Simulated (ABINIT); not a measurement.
The system is BP.

```
P B
1.0
     0.00000    2.26900    2.26900
     2.26900    0.00000    2.26900
     2.26900    2.26900    0.00000
P B
1 1
Direct
  0.75000 0.75000 0.75000
  0.00000 0.00000 0.00000
```

- Program: ABINIT 10.8.3 (patched build)
- Task: relaxation of cell and atoms
- Functional: LDA
- Potentials or basis: PseudoDojo NC SR LDA v0.4.1 standard
- Cutoff: 925 eV
- k mesh: 8 × 8 × 8
- Occupations: fermi-dirac, width 0.05 eV
- Spin: no spin polarisation

At the start: pressure -5.5 GPa; volume 11.68 Å³/atom.

How do energy, volume and symmetry change on relaxing?

Over 4 steps the energy falls by 6.8 meV/atom and the volume is 11.29 Å³/atom (-3.3 %); space group F-43m (No. 216, to 0.05 Å).

The path:
```
step  energy change (eV)  largest force (eV/Å)  pressure (GPa)  volume (Å³)
   1              0.0000                0.0000           -5.52        23.36
   2             -0.0103                0.0000           -2.82        22.97
   3             -0.0137                0.0000            0.07        22.58
   4             -0.0137                0.0000            0.00        22.59
```

Final structure:
```xyz
2
Lattice="0.0000 2.2437 2.2437 2.2437 0.0000 2.2437 2.2437 2.2437 0.0000" Properties=species:S:1:pos:R:3 pbc="T T T"
P     3.3655    3.3655    3.3655
B     0.0000    0.0000    0.0000
```
